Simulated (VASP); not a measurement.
# WS2 (R3m) in VASP: a series of runs, part 2 of 2

VASP 6.6.1.

### Step 4. Single point, HSE06

Input file POSCAR:

```
WS2
1.0
    1.5790000000      0.9116360751      6.1633333333
   -1.5790000000      0.9116360751      6.1633333333
    0.0000000000     -1.8232721501      6.1633333333
W S
1 2
Direct
    0.0000000000      0.0000000000      0.0000000000
    0.5810000000      0.5810000000      0.5810000000
    0.7503000000      0.7503000000      0.7503000000
```

Input file INCAR.step1:

```
PREC     = Accurate       # precision mode
ENCUT    = 350            # plane-wave cutoff, eV
EDIFF    = 1E-5           # SCF threshold, eV
ISMEAR   = 0              # smearing method
SIGMA    = 0.01           # smearing width, eV
LREAL    = F              # projectors in reciprocal space
LASPH    = T              # aspherical terms in the spheres
NELM     = 100            # most SCF steps
ALGO     = Normal         # electronic algorithm
ISIF     = 2              # what is computed and relaxed
LWAVE    = T              # write WAVECAR
LCHARG   = F              # write CHGCAR
NBANDS   = 21             # bands
NKRED    = 1            
GGA      = PE             # functional
```

Input file INCAR.step2:

```
PREC     = Accurate       # precision mode
ENCUT    = 350            # plane-wave cutoff, eV
EDIFF    = 1E-6           # SCF threshold, eV
ISMEAR   = 0              # smearing method
SIGMA    = 0.01           # smearing width, eV
LREAL    = F              # projectors in reciprocal space
LASPH    = T              # aspherical terms in the spheres
NELM     = 100            # most SCF steps
ALGO     = Normal         # electronic algorithm
ISIF     = 2              # what is computed and relaxed
LWAVE    = F              # write WAVECAR
LCHARG   = F              # write CHGCAR
GGA      = PE             # functional
LHFCALC  = T              # exact exchange
HFSCREEN = 0.2            # screening, 1/A
PRECFOCK = Fast         
NBANDS   = 21             # bands
NKRED    = 1            
ISTART   = 1
```

Input file KPOINTS:

```
regular mesh
0
Gamma
  4 4 4
```

Potentials or basis: VASP PAW PBE potentials, release 64 (W_sv, S).

Started as:

```sh
$ cat potpaw_PBE.64/W_sv/POTCAR potpaw_PBE.64/S/POTCAR > POTCAR
$ cp INCAR.step1 INCAR
$ mpirun -np 1 vasp_std > vasp.out
$ cp INCAR.step2 INCAR
$ mpirun -np 1 vasp_std > vasp.out
```

OUTCAR:

```text
PREC = Accurate
   ENCUT = 350
   EDIFF = 1E-6
   ISMEAR = 0
   LREAL = F
   LASPH = T
   NELM = 100
   ISIF = 2
   GGA = PE
   LHFCALC = T
   HFSCREEN = 0.2
   PRECFOCK = Fast
   NKRED = 1
   ISTART = 1

 Found     13 irreducible k-points:

 Following reciprocal coordinates:
            Coordinates               Weight
  0.000000  0.000000  0.000000      1.000000
  0.250000  0.000000  0.000000      6.000000
[... 90 lines left out ...]
      3     -34.1259      2.00000
      4     -34.1259      2.00000
      5     -10.2431      2.00000
      6      -8.0651      2.00000
[... 133 lines left out ...]
     20      17.0731      0.00000
     21      17.6389      0.00000

 [... further k-points ...]
[... 5 lines left out ...]
  --------------------------------------------------------------------------------------
  -------------------------------------------------------------------------------------
  Total       -0.3413513     -0.3413513     -0.3569692      0.0000000     -0.0000000      0.0000000
  in kB      -10.2740497    -10.2740497    -10.7441197      0.0000000     -0.0000000      0.0000000
  external PRESSURE =     -10.4307397 kB  Pullay stress =       0.0000000 kB

 VOLUME and BASIS-vectors are now :
 -----------------------------------------------------------------------------
  energy-cutoff  :      350.00
  volume of cell :       53.23
      direct lattice vectors                 reciprocal lattice vectors
     1.579000000  0.911636075  6.163333333     0.316656111  0.182821491  0.054083288
    -1.579000000  0.911636075  6.163333333    -0.316656111  0.182821491  0.054083288
     0.000000000 -1.823272150  6.163333333     0.000000000 -0.365642982  0.054083288

 POSITION                                       TOTAL-FORCE (eV/Angst)
 -----------------------------------------------------------------------------------
      0.00000      0.00000      0.00000         0.000000     -0.000000     -0.636407
      0.00000      0.00000     10.74269         0.000000      0.000000      0.738377
      0.00000      0.00000     13.87305         0.000000     -0.000000     -0.101970
 -----------------------------------------------------------------------------------
    total drift:                               -0.000007     -0.000009     -0.000080

  FREE ENERGIE OF THE ION-ELECTRON SYSTEM (eV)
  ---------------------------------------------------
  free  energy   TOTEN  =       -28.2038595539 eV

  energy  without entropy=      -28.2038595539  energy(sigma->0) =      -28.20385955
```

OSZICAR.step1:

```text
N       E                     dE             d eps       ncg     rms          rms(c)
DAV:   1     0.163828126188E+03    0.16383E+03   -0.10138E+04   546   0.921E+02
DAV:   2    -0.170553670766E+02   -0.18088E+03   -0.17529E+03   641   0.281E+02
DAV:   3    -0.248722354617E+02   -0.78169E+01   -0.77452E+01   687   0.584E+01
DAV:   4    -0.249749751741E+02   -0.10274E+00   -0.10270E+00   616   0.732E+00
DAV:   5    -0.249768481926E+02   -0.18730E-02   -0.18729E-02   714   0.101E+00    0.273E+01
DAV:   6    -0.238322221597E+02    0.11446E+01   -0.55441E+00   591   0.158E+01    0.112E+01
DAV:   7    -0.237029136852E+02    0.12931E+00   -0.11752E+00   576   0.617E+00    0.567E+00
DAV:   8    -0.236578134878E+02    0.45100E-01   -0.23751E-01   636   0.322E+00    0.129E+00
DAV:   9    -0.236568017853E+02    0.10117E-02   -0.10978E-02   626   0.702E-01    0.546E-01
DAV:  10    -0.236566686963E+02    0.13309E-03   -0.35236E-03   637   0.385E-01    0.978E-02
DAV:  11    -0.236566309364E+02    0.37760E-04   -0.44473E-04   626   0.131E-01    0.605E-02
DAV:  12    -0.236566486940E+02   -0.17758E-04   -0.62805E-05   641   0.569E-02    0.923E-03
DAV:  13    -0.236566520245E+02   -0.33305E-05   -0.91875E-06   439   0.219E-02
   1 F= -.23656652E+02 E0= -.23656652E+02  d E =-.184325E-64
```

It took 13 min on 1 thread of Intel Xeon 6975P-C (Granite Rapids), shared host; peak memory 0.33 GiB.

The run converged, but some of its settings lie outside the range that counts as converged, so its numbers aren't taken as properties of the crystal.

What came out:

- Free energy: -28.2039 eV
- Pressure: -1.0 GPa
- Largest force: 0.738 eV/Å
- Band gap on the k mesh: 1.96 eV, indirect (least direct gap 3.00 eV)

Caveat: the k mesh is coarse (spacing up to 0.58 Å⁻¹), so the values aren't converged, least of all with exact exchange; the PAW data sets were made with another functional, which shifts forces and pressure a little; spin-orbit coupling is left out, which moves the levels of the heavy elements.
